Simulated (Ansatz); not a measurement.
Crystal: HgTe (Coloradoite).

```
Hg Te
1.0
     0.00000    3.21450    3.21450
     3.21450    0.00000    3.21450
     3.21450    3.21450    0.00000
Hg Te
1 1
Direct
  0.00000 0.00000 0.00000
  0.75000 0.75000 0.75000
```

Base run:

```yaml
Program: Ansatz 0.2.0
Functional: LDA
Potentials_or_basis: Ansatz PAW
Cutoff: "420 eV (not typed: the program's choice for these potentials)"
k_mesh: 7 × 7 × 7
Occupations: fermi-dirac, width 0.05 eV
Spin: no spin polarisation
```

Its results: band gap on the k mesh none (metal or under the smearing width); pressure 0.2 GPa.

**Question.** After a change of settings the same cell gave: band gap on the k mesh none (metal or under the smearing width); pressure 4.6 GPa. Which change was it?
A. functional from LDA to PBE
B. functional from LDA to PBEsol; spin from no spin polarisation to spin-orbit coupling, no magnetisation; potential files from those of the base run to others of the same set
C. functional from LDA to r2SCAN; cutoff from 420 eV (not typed: the program's choice for these potentials) to 500 eV (not typed: the program's choice for these potentials)
D. functional from LDA to PBEsol; k mesh from 7 × 7 × 7 to 6 × 6 × 6

**Answer.** A.

PBE binds less tightly than LDA, so the same cell stands under more pressure.

Caveats: spin-orbit coupling is left out, which moves the levels of the heavy elements; the PAW data sets come from PBE, with cores solved anew for the run's functional, which leaves a small shift of forces and pressure (some runs).
